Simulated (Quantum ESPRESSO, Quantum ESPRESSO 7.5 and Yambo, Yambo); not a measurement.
## BAs (F-43m): G0W0 with and without spin-orbit coupling

Aim: spinor G0W0 for BAs (F-43m) beside the scalar-relativistic result.

Main program and level: Quantum ESPRESSO 7.5 and Yambo 5.3.0; PBE and many-body steps on it, plane waves.

**The experiments to reproduce.**

- Gap 1.82 eV: indirect gap from Tauc plot of optical absorption; UV-visible absorption, indirect Tauc plot; 300 K; bulk crystal (three thin as-grown single crystals with the same absorption edge) (“Photoluminescence mapping and time-domain thermo-photoluminescence for rapid imaging and measurement of thermal conductivity of boron arsenide”, 2019, arxiv:1910.07149).

- Gap 4.12 eV: direct gap from square of absorption coefficient, average of two samples; spectroscopic ellipsometry; 300 K; bulk crystal (CVT-grown opaque bulk crystals) (“Optical properties of cubic boron arsenide”, 2019, arxiv:1911.04914).

- Gap 2.02 eV: indirect gap from square root of absorption coefficient, average of three samples; transmission and reflection spectroscopy; 300 K; bulk crystal (CVT-grown platelets about 10 um thick) (“Optical properties of cubic boron arsenide”, 2019, arxiv:1911.04914).

Report form: the programs' logs are mostly left out.

## (1) The structure

Symmetry: F-43m, No. 216, cubic system. The conventional cell has a = 4.777 Å, b = 4.777 Å, c = 4.777 Å, α = 90.00°, β = 90.00°, γ = 90.00°. Nearest to B lie 4 As at 2.07 Å. Nearest to As lie 4 B at 2.07 Å. Farther neighbours are not listed.

The cell and positions come from the Crystallography Open Database and are kept as given unless a step says otherwise.

## (2) Empty states on the mesh, 4×4×4 mesh, 144 bands

This step: Quantum ESPRESSO 7.5; DFT, PBE, plane waves, norm-conserving pseudopotentials.

The sums over transitions need many empty states on a uniform mesh; this step solves for them.

pw.in

```
&control
  calculation = 'nscf'
  prefix = 'x'
  outdir = 'o'
  pseudo_dir = 'pseudo'
/
&system
  ibrav = 0
  nat = 2
  ntyp = 2
  ecutwfc = 100.0
  nbnd = 144
  force_symmorphic = .true.
/
&electrons
  conv_thr = 1e-9
  electron_maxstep = 80
  diago_full_acc = .true.
  diago_thr_init = 5e-6
/
ATOMIC_SPECIES
  B 10.81 B.upf
  As 74.922 As.upf
CELL_PARAMETERS angstrom
  -0.0000000000 2.3885000000 2.3885000000
  2.3885000000 -0.0000000000 2.3885000000
  2.3885000000 2.3885000000 -0.0000000000
ATOMIC_POSITIONS crystal
  B 0.0000000000 0.0000000000 0.0000000000
  As 0.2500000000 0.2500000000 0.2500000000
K_POINTS automatic
  4 4 4 0 0 0
```

On the command line:

```bash
OMP_NUM_THREADS=1 mpirun -n 4 pw.x -nk 4 -in pw.in > pw.out
```

It took 8.8 s on 4 MPI ranks of Arm Neoverse V1, shared host; peak memory 0.35 GiB.

Numbers from this step:

```yaml
gap: 1.451 eV
k_of_the_valence_top: 0, 0, 0
k_of_the_conduction_bottom: 0, -0.5, -0.5
least_direct_gap: 3.289 eV
k_points_computed: 8
lowest_point_of_the_top_converged_band_above_the_valence_top: 143.7902 eV
```

On this mesh the gap is 1.451 eV.

The density comes from a self-consistent run that is not shown.

## (3) Conversion and set-up

This step: Yambo 5.3.0; conversion and set-up on PBE, plane waves, norm-conserving pseudopotentials.

The states are converted to the many-body program's format and the q mesh is built.

On the command line:

```bash
(cd o/x.save; p2y > p2y.log; mv SAVE ../..); yambo > setup.log
```

The job ended after 2.5 s (1 MPI rank; peak memory 0.24 GiB).

## (4) Scalar-relativistic

Now the one-shot GW correction: screening in the RPA, then the self-energy of the levels asked for.

This step: G0W0 on PBE, plane waves, norm-conserving pseudopotentials.

gw1.in

```
HF_and_locXC
gw0
dyson
ppa
em1d
rim_cut
RandQpts= 1000000
RandGvec= 1 RL
EXXRLvcs= 100 Ry
VXCRLvcs= 400 Ry
Chimod= "HARTREE"
% BndsRnXp
 1 | 144 |
%
NGsBlkXp= 17 Ry
% LongDrXp
 1 | 1 | 1 |
%
% GbndRnge
 1 | 144 |
%
DysSolver= "n"
ExtendOut
PPAPntXp= 27.21138 eV
% QPkrange
 1 | 1 | 12 | 15 |
 7 | 7 | 12 | 15 |
%
```

On the command line:

```bash
OMP_NUM_THREADS=1 mpirun -n 4 yambo -F gw1.in -J gw1 -C gw1 > gw1.log
```

It took 1.8 min on 4 MPI ranks; peak memory 1.4 GiB.

This step gave:

```yaml
g0w0_gap_on_the_points_computed: 1.988 eV
starting_gap_on_the_mesh: 1.451 eV
k_of_the_valence_top: 0, 0, 0
k_of_the_conduction_bottom: 0, -0.5, -0.5
least_direct_g0w0_gap_on_the_computed_points: 4.134 eV
z_at_the_valence_top: 0.8054
z_at_the_conduction_bottom: 0.8156
```

The gap on the mesh goes from 1.45 eV to 1.99 eV, a correction of +0.54 eV.

## (5) Empty states on the mesh, 4×4×4 mesh, 288 bands

This step: Quantum ESPRESSO 7.5; DFT, PBE with spin-orbit coupling, plane waves, norm-conserving pseudopotentials.

Edit pw.in of step 2 so:

```diff
@@ -11,4 +11,6 @@
   ecutwfc = 100.0
-  nbnd = 144
+  nbnd = 288
   force_symmorphic = .true.
+  noncolin = .true.
+  lspinorb = .true.
 /
```

On the command line:

```bash
OMP_NUM_THREADS=1 mpirun -n 4 pw.x -nk 4 -in pw.in > pw.out
```

The job ended after 48 s (4 MPI ranks; peak memory 0.83 GiB; 3.2 min of CPU time).

This step gave:

```yaml
gap: 1.385 eV
k_of_the_valence_top: 0, 0, 0
k_of_the_conduction_bottom: 0, -0.5, -0.5
least_direct_gap: 3.083 eV
k_points_computed: 8
lowest_point_of_the_top_converged_band_above_the_valence_top: 143.8116 eV
```

On this mesh the gap is 1.385 eV.

The density comes from a self-consistent run that is not shown, made with spin-orbit coupling and fully relativistic files.

## (6) Conversion and set-up

This step: Yambo 5.3.0; conversion and set-up on PBE with spin-orbit coupling, plane waves, norm-conserving pseudopotentials.

On the command line:

```bash
(cd o/x.save; p2y > p2y.log; mv SAVE ../..); yambo > setup.log
```

Elapsed: 3 s, on 1 MPI rank; peak memory 0.24 GiB.

## (7) With spin-orbit coupling

This step: G0W0 on PBE with spin-orbit coupling, plane waves, norm-conserving pseudopotentials.

gw4.in

```
HF_and_locXC
gw0
dyson
ppa
em1d
rim_cut
RandQpts= 1000000
RandGvec= 1 RL
EXXRLvcs= 100 Ry
VXCRLvcs= 400 Ry
Chimod= "HARTREE"
% BndsRnXp
 1 | 288 |
%
NGsBlkXp= 17 Ry
% LongDrXp
 1 | 1 | 1 |
%
% GbndRnge
 1 | 288 |
%
DysSolver= "n"
ExtendOut
PPAPntXp= 27.21138 eV
% QPkrange
 1 | 1 | 23 | 30 |
 7 | 7 | 23 | 30 |
%
```

On the command line:

```bash
OMP_NUM_THREADS=1 mpirun -n 4 yambo -F gw4.in -J gw4 -C gw4 > gw4.log
```

Elapsed: 8.4 min, on 4 MPI ranks; peak memory 2.5 GiB; 34 min of CPU time.

Numbers from this step:

- G0W0 gap on the points computed: 1.919 eV
- starting gap on the mesh: 1.385 eV
- k of the valence top: 0, 0, 0
- k of the conduction bottom: 0, -0.5, -0.5
- least direct G0W0 gap on the computed points: 3.932 eV
- Z at the valence top: 0.8053
- Z at the conduction bottom: 0.8156

Against G0W0 in Yambo (4×4×4 mesh, 144 bands, screening to 231.3 eV, Godby-Needs plasmon pole), the gap moves by −0.069 eV.

## (8) Side by side

Times are wall times on 4 MPI ranks of Arm Neoverse V1, shared host, good to a factor of about two.

```
                     run   mesh  bands  screening cutoff (eV)  DFT gap (eV)  gap on the mesh (eV)  direct (eV)     time
     scalar-relativistic  4×4×4    144                  231.3         1.451                 1.988        4.134  1.8 min
with spin-orbit coupling  4×4×4    288                  231.3         1.385                 1.919        3.932  8.4 min
```

## (9) Results

| Property | Result |
| --- | --- |
| scalar-relativistic | 1.988 eV |
| with spin-orbit coupling | 1.919 eV |
| known limits | not at the basis limit; no spin-orbit coupling in some runs; coarse k mesh |

What this shows: With spin-orbit coupling: −0.069 eV against scalar-relativistic, −0.066 eV of it in the start. Against experiment, by with spin-orbit coupling: the gap of 1.92 eV lies +0.10 eV from the measured 1.82 eV (indirect, 300 K, 2019); the direct gap of 3.93 eV lies −0.19 eV from the measured 4.12 eV (direct, 300 K, 2019); the gap of 1.92 eV lies −0.10 eV from the measured 2.02 eV (indirect, 300 K, 2019). An exciton line or allowed optical edge lies below the quasiparticle gap by the binding energy; a forbidden edge can push the onset above it. These are gaps on the mesh, at modest bands and cutoff. The calculation has static nuclei and no excitons; a measured gap holds zero-point and thermal motion, which mostly lowers it. Bands and cutoff are finite, so the gap is not at the basis limit. The miss can reach some tenths of an eV and take either sign; the mesh is an error of its own. In the G0W0 runs levels were corrected at 2 k points alone, so a gap called «on the mesh» is the least over those, and an edge elsewhere would be missed. A denser mesh or path gives a starting gap of 1.21 eV: the GW mesh misses a band edge, so its gaps are not the fundamental one. The 4×4×4 mesh is coarse for this cell, which bears on the long-range parts of exchange and screening.

[Paths, hosts, dates, memory and timing lines, banners, echoed tables and standing remarks are left out of the program output.]

[Logs are printed without paths, hosts, clocks, repeated set-up lines and the standing remarks that a program may print on its own settings, such as how far it seeks lower states.]

[Runs of the session that timed out or met a known fault of the program may be left out.]

[Hosts, paths, dates, database ids (printed as entryN), source tags and the programs' standing remarks are cut or masked in the printed files.]
